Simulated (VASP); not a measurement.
Computed with RPBE GGA, VASP's PBE PAW potentials (set 64) (plane waves; VASP).

The input files of a VASP run:

File POSCAR:
```
MgF2
1
    4.8081848848     0.0000000000     0.0000000000
    0.0000000000     4.8081848848     0.0000000000
    0.0000000000     0.0000000000     3.1561182144
Mg F
2 4
Direct
  0.0000000000   0.0000000000   1.0000000000
  0.5000000000   0.5000000000   0.5000000000
  0.3038636498   0.3038636498   1.0000000000
  0.8038636498   0.1961363502   0.5000000000
  0.1961363502   0.8038636498   0.5000000000
  0.6961363502   0.6961363502   0.0000000000
```

### KPOINTS
```
Automatic mesh
0
Gamma
5 5 7
```

**INCAR**
```
# general
SYSTEM = MgF2
PREC   = Accurate
ENCUT  = 520   # plane-wave cut-off (eV)
LREAL  = .FALSE.   # projection in real space or not
LASPH  = .TRUE.   # aspherical one-centre terms

# electronic loop
EDIFF  = 1E-7   # SCF stop (eV)
NELM   = 100   # most electronic steps
ALGO   = Normal

# smearing
ISMEAR = 0
SIGMA  = 0.05   # width (eV)

# functional
GGA    = RP

# ions
IBRION = 2   # conjugate gradients
NSW    = 30
ISIF   = 4
EDIFFG = -0.01   # ionic stop

# output
LWAVE  = .FALSE.
LCHARG = .FALSE.
```

POTCAR, in this order: Mg F (PBE.64 set). Program: vasp_std.

What VASP printed:

**OSZICAR**
```
       N       E                     dE             d eps       ncg     rms          rms(c)
DAV:   1     0.212360696630E+03    0.21236E+03   -0.17805E+04   968   0.147E+03
DAV:   2    -0.219372139793E+02   -0.23430E+03   -0.22615E+03  1344   0.337E+02
DAV:   3    -0.326164086769E+02   -0.10679E+02   -0.10651E+02  1112   0.757E+01
DAV:   4    -0.326886233456E+02   -0.72215E-01   -0.72196E-01  1096   0.723E+00
DAV:   5    -0.326890965004E+02   -0.47315E-03   -0.47313E-03  1092   0.598E-01    0.103E+01
DAV:   6    -0.299043335023E+02    0.27848E+01   -0.12174E+01  1112   0.263E+01    0.324E+00
DAV:   7    -0.299602606269E+02   -0.55927E-01   -0.13432E-01  1012   0.283E+00    0.202E+00
DAV:   8    -0.300301208630E+02   -0.69860E-01   -0.11098E-01  1084   0.359E+00    0.190E-01
DAV:   9    -0.300333808637E+02   -0.32600E-02   -0.66936E-03  1088   0.636E-01    0.885E-02
DAV:  10    -0.300338122753E+02   -0.43141E-03   -0.57411E-04  1080   0.211E-01    0.206E-02
DAV:  11    -0.300338268874E+02   -0.14612E-04   -0.11657E-04  1104   0.872E-02    0.205E-02
DAV:  12    -0.300338247431E+02    0.21443E-05   -0.57377E-05  1048   0.606E-02    0.392E-03
DAV:  13    -0.300338245929E+02    0.15023E-06   -0.16083E-06  1124   0.107E-02    0.295E-04
DAV:  14    -0.300338246092E+02   -0.16328E-07   -0.20477E-08   632   0.136E-03
   1 F= -.30033825E+02 E0= -.30033825E+02  d E =-.300338E+02
       N       E                     dE             d eps       ncg     rms          rms(c)
DAV:   1    -0.300343287438E+02   -0.50415E-03   -0.20104E-01   960   0.416E+00    0.143E-01
DAV:   2    -0.300345290328E+02   -0.20029E-03   -0.40747E-03  1104   0.544E-01    0.784E-02
DAV:   3    -0.300344312979E+02    0.97735E-04   -0.77665E-05  1096   0.107E-01    0.269E-02
DAV:   4    -0.300344213041E+02    0.99938E-05   -0.35900E-05  1112   0.621E-02    0.550E-03
DAV:   5    -0.300344217414E+02   -0.43732E-06   -0.35038E-06  1028   0.152E-02    0.340E-03
DAV:   6    -0.300344218882E+02   -0.14681E-06   -0.27214E-07   896   0.570E-03    0.955E-04
DAV:   7    -0.300344219176E+02   -0.29440E-07   -0.72544E-08   684   0.261E-03
   2 F= -.30034422E+02 E0= -.30034422E+02  d E =-.597308E-03
       N       E                     dE             d eps       ncg     rms          rms(c)
DAV:   1    -0.300345432339E+02   -0.12135E-03   -0.60264E-01   960   0.721E+00    0.247E-01
DAV:   2    -0.300351408282E+02   -0.59759E-03   -0.12205E-02  1108   0.941E-01    0.136E-01
DAV:   3    -0.300348477226E+02    0.29311E-03   -0.23603E-04  1092   0.185E-01    0.469E-02
DAV:   4    -0.300348170637E+02    0.30659E-04   -0.10676E-04  1108   0.107E-01    0.947E-03
DAV:   5    -0.300348184106E+02   -0.13469E-05   -0.10449E-05  1024   0.262E-02    0.596E-03
DAV:   6    -0.300348188743E+02   -0.46367E-06   -0.83336E-07  1080   0.985E-03    0.173E-03
DAV:   7    -0.300348189723E+02   -0.98065E-07   -0.20447E-07   908   0.434E-03
   3 F= -.30034819E+02 E0= -.30034819E+02  d E =-.994363E-03
```

**OUTCAR**
```
------------------------ aborting loop because EDIFF is reached ----------------------------------------
  FORCE on cell =-STRESS in cart. coord.  units (eV):
  Direction    XX          YY          ZZ          XY          YZ          ZX
  --------------------------------------------------------------------------------------
  Total       -1.0296402     -1.0296402     -1.0296151     -0.0000000      0.0000000      0.0000000
  in kB      -22.6089543    -22.6089543    -22.6084041     -0.0000000      0.0000000      0.0000000
  external PRESSURE =     -22.6087709 kB  Pullay stress =       0.0000000 kB
  volume of cell :       72.97
      direct lattice vectors                 reciprocal lattice vectors
     4.816096025  0.000000000  0.000000000     0.207637056  0.000000000  0.000000000
    -0.000000000  4.816096025  0.000000000     0.000000000  0.207637056  0.000000000
     0.000000000  0.000000000  3.145757961     0.000000000  0.000000000  0.317888411
 POSITION                                       TOTAL-FORCE (eV/Angst)
 -----------------------------------------------------------------------------------
     -0.00000      0.00000      0.00000         0.000000      0.000000     -0.000000
      2.40805      2.40805      1.57288         0.000000      0.000000     -0.000000
      1.46800      1.46800      0.00000        -0.000138     -0.000138      0.000000
      3.87604      0.94005      1.57288        -0.000138      0.000138     -0.000000
      0.94005      3.87604      1.57288         0.000138     -0.000138      0.000000
      3.34810      3.34810      0.00000         0.000138      0.000138     -0.000000
 -----------------------------------------------------------------------------------
    total drift:                                0.000000      0.000000     -0.000000
  FREE ENERGIE OF THE ION-ELECTRON SYSTEM (eV)
  ---------------------------------------------------
  free  energy   TOTEN  =       -30.0348189723 eV

  energy  without entropy=      -30.0348189723  energy(sigma->0) =      -30.03481897

 reached required accuracy - stopping structural energy minimisation
```
(Selected blocks of OUTCAR.)

File CONTCAR:
```
MgF2
   1.00000000000000
     4.8160960254054519    0.0000000000000000    0.0000000000000000
    -0.0000000000000000    4.8160960254054519    0.0000000000000000
     0.0000000000000000    0.0000000000000000    3.1457579609368431
  Mg              F
     2     4
Direct
     0.0000000000000000    0.0000000000000000    0.0000000000000000
     0.5000000000000000    0.5000000000000000    0.5000000000000000
     0.3048104321424990    0.3048104321424990    0.0000000000000000
     0.8048104321424989    0.1951895678575010    0.5000000000000000
     0.1951895678575010    0.8048104321424989    0.5000000000000000
     0.6951895678575011    0.6951895678575011    0.0000000000000000
```

The compound is MgF2 in the rutile structure. This cell is one point of a volume scan, at 1.03 of the reference volume. Symmetry was kept, so distortions that lower it aren't found.
